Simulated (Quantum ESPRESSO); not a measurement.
# LiCl: zone-centre phonons and dielectric response under several settings

```
CELL_PARAMETERS angstrom
0.00000 2.56477 2.56477
2.56477 0.00000 2.56477
2.56477 2.56477 0.00000
ATOMIC_POSITIONS crystal
Cl 0.50000 0.50000 0.50000
Li 0.00000 0.00000 0.00000
```

All runs used Quantum ESPRESSO 7.5; k mesh 6 × 6 × 6, shifted; given cell, atoms relaxed; no spin polarisation; occupations smeared at first, fixed for the response.

```csv
level,potentials,cutoff (eV),lowest optical mode without the field (cm⁻¹),highest mode with the field (cm⁻¹),ε∞ (mean),ε0 (mean),sum of the Born charges (e)
PBE,GBRV 1.5 PBE,612,176,387,2.96,14.3,0.00
PBE,SPMS 1.0 PBE,912,?,?,?,?,?
PBE,JTH 2.0 PBE,707,181,388,2.97,13.7,-0.01
PBE,SG15 PBE 1.2,952,177,389,2.95,14.2,0.00
PBE,SSSP 1.3 efficiency PBE,748,176,388,2.96,14.3,0.00
PBE,PseudoDojo 0.4.1 SR PBE standard,1007,176,388,2.96,14.4,0.00
PBE,PseudoDojo 0.4 SR PBE stringent,1306,176,388,2.96,14.4,0.00
```

Q: What stands in the row left open?

A: Lowest optical mode without the field 178 cm⁻¹; highest mode with the field 388 cm⁻¹; ε∞ 2.96; ε0 14.1; sum of the Born charges 0.00 e.

Caveats: before the sum rule the acoustic modes lie tens of cm⁻¹ from zero, a sign that the density grid also shifts the optical modes (some runs).
